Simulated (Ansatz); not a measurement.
Runs of Ansatz 0.2.0 on TiTe2. Symmetry: P-3m1, No. 164, trigonal system. The conventional cell has a = 3.777 Å, b = 3.777 Å, c = 6.498 Å, α = 90.00°, β = 90.00°, γ = 120.00°. Around Te (site symmetry 3m) lie 3 Ti at 2.77 Å. Around Ti (site symmetry -3m) lie 6 Te at 2.77 Å. 

```tsv
task	level	cutoff (eV)	points for each segment of the path	gap on the mesh (eV)	pressure (GPa)	largest force (eV/Å)
single point	r2SCAN0	500	-	none	(b)	0.41
single point	r2SCANh	500	-	none	0.3	0.27
band structure	HSEsol	420	4	none	-2.7	(c)
single point	r2SCAN50	500	-	none	(a)	0.67
```

Alike in all rows: potentials or basis Ansatz PAW; no spin polarisation; cell as given; k mesh 4 × 4 × 2; smearing fermi-dirac 0.05 eV; the mesh is coarse, so values aren't converged.

**Question.** Fill in the values left out.

**Answer.** (a) -0.3; (b) -0.5; (c) 0.38.

Caveats: all runs use coarse meshes; the PAW data sets come from PBE, with cores solved anew for the run's functional, which leaves a small shift of forces and pressure; the thresholds are loose for stress; spin-orbit coupling is left out, which moves the levels of the heavy elements (some runs).

A k mesh can miss the band edges, and the runs leave out spin-orbit coupling on Te.

A gap of «none» marks a metal or a gap under the smearing width.
